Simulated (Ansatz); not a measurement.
**Fe: relaxation of cell and atoms**

The calculation used DFT, PBE, PAW with Ansatz's default frozen-core files, scalar-relativistic in Ansatz 0.2.0.

Command: `ansatz run input.yaml --threads 1 --pin off --max-ram 3072MiB --backend cpu --events-out ev --progress --plain --runs-dir out` The run took about 35 s on 1 thread of a shared machine.

```yaml
crystal:
  lattice:
    - [0.0, 2.6362644168, 2.6362644168]
    - [2.6362644168, 0.0, 2.6362644168]
    - [2.6362644168, 2.6362644168, 0.0]
  atoms:
    - { symbol: Fe, position: [0.0, 0.0, 0.0], spin: 3.0 }
    - { symbol: Fe, position: [0.25, 0.25, 0.25], spin: 3.0 }
magnetization:
  spin_polarized: true
kpoints:
  mp_grid: { grid: [13, 13, 13] }
scf:
  occupations: { method: fermi_dirac, width: 0.03 }
hamiltonian:
  xc: pbe
  pseudopotentials: { kind: paw }
output:
  forces: true
  stress: true
relax:
  f_tol: 0.005
  max_steps: 80
  cell: {}
```

The run is spin-polarised from parallel moments and ends with 0.00 μB in the cell; other orders may lie lower.

The cell is built from the diamond type as a first guess.

The cutoff is 420 eV; energies and pressures of the walk include the program's estimate of the Pulay term.

Each frame lists the cell vectors (Å), then Cartesian positions (Å); symmetry keeps all forces zero. Free energies count from the first step, -8957.7805 eV.

The walk took 6 evaluations in all; steps that aren't listed are left out.

Step 1: E = 0.0 meV, P = -21.57 GPa

```
cell 0.0000 2.6363 2.6363 2.6363 0.0000 2.6363 2.6363 2.6363 0.0000
Fe    0.0000    0.0000    0.0000
Fe    1.3181    1.3181    1.3181
```

Step 2: E = -527.8 meV, P = -12.14 GPa

```
cell 0.0000 2.5161 2.5161 2.5161 0.0000 2.5161 2.5161 2.5161 0.0000
Fe    0.0000    0.0000    0.0000
Fe    1.2580    1.2580    1.2580
```

Step 3:

```
cell 0.0000 2.3896 2.3896 2.3896 0.0000 2.3896 2.3896 2.3896 0.0000
Fe    0.0000    0.0000    0.0000
Fe    1.1948    1.1948    1.1948
```

Question: Give the energy, pressure of step 3.

Answer: E = -601.8 meV, P = 10.26 GPa
```
Fe    0.0000    0.0000    0.0000
Fe    1.1948    1.1948    1.1948
```

Question: How does the relaxation end?

Answer: It converges, with a = 4.872 Å, b = 4.872 Å, c = 4.872 Å, α = 90.00°, β = 90.00°, γ = 90.00° (conventional cell, space group Fd-3m). The last solve (on a basis chosen afresh for the final cell, so its energy is not quite comparable) gives E = -646.9 meV, P = 0.04 GPa:
```
cell 0.0000 2.4362 2.4362 2.4362 0.0000 2.4362 2.4362 2.4362 0.0000
Fe    0.0000    0.0000    0.0000
Fe    1.2181    1.2181    1.2181
```
